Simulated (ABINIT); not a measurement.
The system is Sn.

```xyz
1
Lattice="-1.8911 1.8978 1.8732 1.8971 -1.9215 1.9029 1.8832 1.9136 -1.8969" Properties=species:S:1:pos:R:3 pbc="T T T"
Sn    0.0000    0.0000    0.0000
```

This isn't the form of Sn at room conditions, which is tetragonal (white tin).

Base run:

* Program: ABINIT 10.8.3 (patched build)
* Functional: PBE
* Potentials or basis: PseudoDojo NC SR PBE v0.4.1 standard
* Cutoff: 952 eV
* k mesh: 12 × 12 × 12
* Occupations: methfessel-paxton, width 0.1 eV
* Spin: no spin polarisation

Its results: band gap on the k mesh none (metal or under the smearing width); pressure 0.5 GPa.

**Question.** The run is repeated on the same cell with these changes: k mesh from 12 × 12 × 12 to 8 × 8 × 8; occupations from methfessel-paxton, width 0.1 eV to fermi-dirac, width 0.05 eV. What comes out?

**Answer.** Band gap on the k mesh none (metal or under the smearing width); pressure 1.1 GPa.
